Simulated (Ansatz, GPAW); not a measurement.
This is a calculation of Ge (Germanium) for Ansatz 0.2.0. 

The input input.yaml:

```yaml
crystal:
  lattice:
    - [0.0, 2.82891, 2.82891]
    - [2.82891, 0.0, 2.82891]
    - [2.82891, 2.82891, 0.0]
  atoms:
    - { symbol: Ge, position: [0.75, 0.75, 0.75] }
    - { symbol: Ge, position: [0.5, 0.5, 0.5] }
hamiltonian:
  xc: pbe
  pseudopotentials: { kind: paw }
kpoints:
  mp_grid: { grid: [8, 8, 8] }
scf:
  occupations: { method: gaussian, width: 0.024 }
output:
  forces: true
  stress: true
  eigenvalues: true
  write_density: true
  write_potential: true
  elf: true
  volumetric_format: npy
```

Potentials or basis: Ansatz PAW.

The run is started by

```bash
$ ansatz run input.yaml --threads 2 --pin off --max-ram 5632MiB --backend cpu --events-out ev --progress --plain --runs-dir out
```

Translate it to GPAW 26.7.0 (ASE script). Potentials or basis there: GPAW PAW data sets (gpaw-data 1.2.1), cutoff 600 eV.

As run (cutoffs and basis follow the program's own potentials, and thresholds, step limits or extra output files can differ):

The input run.py:

```python
from ase.dft.bandgap import bandgap
from ase.io import read, write
from ase.units import Bohr, GPa
from gpaw import GPAW, PW
from gpaw.elf import elf_from_dft_calculation

atoms = read('POSCAR')

calc = GPAW(mode=PW(600),
            xc='PBE',
            kpts={'size': (8, 8, 8), 'gamma': True},
            occupations={'name': 'methfessel-paxton', 'order': 0, 'width': 0.024},
            nbands=11,
            convergence={'density': 1e-05, 'energy': 1e-05},
            maxiter=150,
            txt='gpaw.txt')
atoms.calc = calc
energy = atoms.get_potential_energy()
forces = atoms.get_forces()
stress = atoms.get_stress()
calc.write('gs.gpw')
write('result.traj', atoms)
print(f'Energy: {energy:.6f} eV')
print('Forces (eV/A):')
print(forces.round(4))
print('Stress (GPa):', (stress / GPa).round(3))
print('Fermi level:', round(calc.get_fermi_level(), 4), 'eV')
print(f'Gap: {bandgap(calc)[0]:.4f} eV, direct: {bandgap(calc, direct=True)[0]:.4f} eV')

# fields on the real-space grid
write('density.cube', atoms, data=calc.get_pseudo_density() * Bohr**3)
write('potential.cube', atoms, data=calc.get_electrostatic_potential())
write('elf.cube', atoms, data=elf_from_dft_calculation(calc).data)
```

POSCAR

```
Ge
1.0
    0.0000000000      2.8289100000      2.8289100000
    2.8289100000      0.0000000000      2.8289100000
    2.8289100000      2.8289100000      0.0000000000
Ge
2
Direct
    0.7500000000      0.7500000000      0.7500000000
    0.5000000000      0.5000000000      0.5000000000
```

Potentials or basis: GPAW PAW data sets (gpaw-data 1.2.1), pw.

Launch:

```console
$ OMP_NUM_THREADS=1 python run.py
```

Both were run:

|  | Ansatz | GPAW |
| --- | --- | --- |
| Pressure | 3.6 GPa | 3.8 GPa |

Ansatz's pressure holds a Pulay term of +0.03 GPa for its cutoff of 420 eV, which the other run lacks.

The potentials hold 28 and 8 valence electrons a cell.

Where Ansatz's input types no cutoff or centring, it takes its own default and a Γ-centred mesh.

Pressure is positive in compression.
